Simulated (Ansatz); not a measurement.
**Vibrational response of TiAl₃**

These are results of Ansatz 0.2.0, DFT PBE, scalar-relativistic, plane waves, PAW, not measurements. Settings: 420 eV plane-wave cutoff, Γ-centred 12×12×12 mesh, Gaussian smearing of 0.10 eV. No spin polarisation. Phonons by linear response, acoustic sum rule imposed.

Relaxed structure:
```
CELL_PARAMETERS angstrom
-1.94936 1.94936 8.33281
1.94936 -1.94936 8.33281
1.94936 1.94936 -8.33281
ATOMIC_POSITIONS crystal
Ti 0.11907 0.11907 0.00000
Ti 0.88093 0.88093 0.00000
Al 0.50000 0.00000 0.50000
Al 0.00000 0.50000 0.50000
Al 0.75000 0.25000 0.50000
Al 0.62487 0.62487 0.00000
Al 0.25000 0.75000 0.50000
Al 0.37513 0.37513 0.00000
```

It was reached by relaxing an invented guess, and it needn't be the stable form of this composition. In a metal, frequencies depend on the k mesh and the smearing, soft modes most.

Optical modes at Γ:
| frequency (cm⁻¹) | degeneracy |
| --- | --- |
| 169 | 2 |
| 175 | 2 |
| 225 | 1 |
| 240 | 1 |
| 245 | 1 |
| 247 | 1 |
| 251 | 2 |
| 271 | 1 |
| 283 | 1 |
| 310 | 2 |
| 312 | 2 |
| 332 | 2 |
| 337 | 1 |
| 354 | 2 |

All 21 optical modes at Γ are real: no displacement of atoms at fixed cell lowers the energy to second order. Strains and modes at other wave vectors aren't tested by this run.
